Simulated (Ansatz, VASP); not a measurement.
Eu: VASP beside Ansatz

```
Eu
1.0
    -2.25599    2.25599    2.25599
     2.25599   -2.25599    2.25599
     2.25599    2.25599   -2.25599
Eu
1
Cartesian
  0.0000 0.0000 0.0000
```

Change from the starting cell: volume scaled by 0.94.

Alike in both runs: task single point; functional PBEsol; k mesh 8 × 8 × 8; occupations fermi-dirac, width 0.05 eV; collinear spin.

|  | VASP | Ansatz |
| --- | --- | --- |
| version | VASP 6.6.1 | Ansatz 0.2.0 |
| potentials or method | VASP PAW PBE potentials, release 64 (Eu), cutoff 520 eV | all-electron LAPW, scalar-relativistic |

```csv
,VASP,Ansatz,Ansatz less VASP
gap on the k mesh at the Fermi level (eV),none,none,-
pressure (GPa),-2.4,-2.1,+0.32
net moment per atom (μB),7.31,7.30,-0.007
size of the moment on the site where the two differ most (μB),6.69,7.14,+0.450
```

Site moments also hang on the region over which each program counts them. A gap of «none» marks a metal or a gap that the smearing closes. Ansatz ran all-electron here, so the differences hold the error of VASP's frozen core and of both bases.

Caveats: spin-orbit coupling is left out, which moves the levels of the heavy elements; the PAW data sets were made with another functional, which shifts forces and pressure a little (VASP); an open f shell can end in a state above the lowest (Ansatz). The state reached can hang on the start; a lower one may exist.
